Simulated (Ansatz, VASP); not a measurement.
Two plane-wave programs on BaH4

```
Ba H
1.0
     2.29082    1.32260    3.53625
    -2.29082    1.32260    3.53625
     0.00000   -2.64521    3.53625
Ba H
1 4
Direct
  0.00000 0.00000 0.00000
  0.74087 0.74087 0.74087
  0.25913 0.25913 0.25913
  0.46369 0.46369 0.46369
  0.53631 0.53631 0.53631
```

The cell was built by a generator and needn't be a form met in nature.

Alike in both runs: functional RPBE; k mesh 5 × 5 × 5; occupations fermi-dirac, width 0.05 eV; no spin polarisation.

|  | VASP | Ansatz |
| --- | --- | --- |
| version | VASP 6.6.1 | Ansatz 0.2.0 |
| potentials or method | VASP PAW PBE potentials, release 64 (Ba_sv, H) | Ansatz PAW |
| plane-wave cutoff (eV) | 520 | 420 |
| valence electrons in the cell | 14 | 14 |
| task | single point | band structure |

|  | VASP | Ansatz | Ansatz less VASP |
| --- | --- | --- | --- |
| gap on the k mesh at the Fermi level (eV) | 2.74 | 2.90 | +0.151 |
| least direct gap on the mesh (eV) | 3.25 | 3.31 | +0.063 |
| pressure (GPa) | 1.9 | 1.5 | -0.38 |
| largest component of the traceless stress (GPa) | 0.43 | 0.40 | -0.031 |
| rms of the force components (eV/Å) | 0.110 | 0.104 | -0.0055 |

Atom by atom the forces differ by 0.006 eV/Å (rms over components). With one functional, cell and mesh, what is left measures potentials, basis and numerics.

Caveats: spin-orbit coupling is left out, which moves the levels of the heavy elements; the PAW data sets were made with another functional, which shifts forces and pressure a little (VASP); an odd mesh through Γ misses points on the zone boundary, where band edges often lie (VASP); the k mesh misses the band edges, so the gap on the mesh is wider than the one along the path (Ansatz); the PAW data sets come from PBE, with cores solved anew for the run's functional, which leaves a small shift of forces and pressure (Ansatz). RPBE gaps usually lie below the measured ones, often by a third to a half.
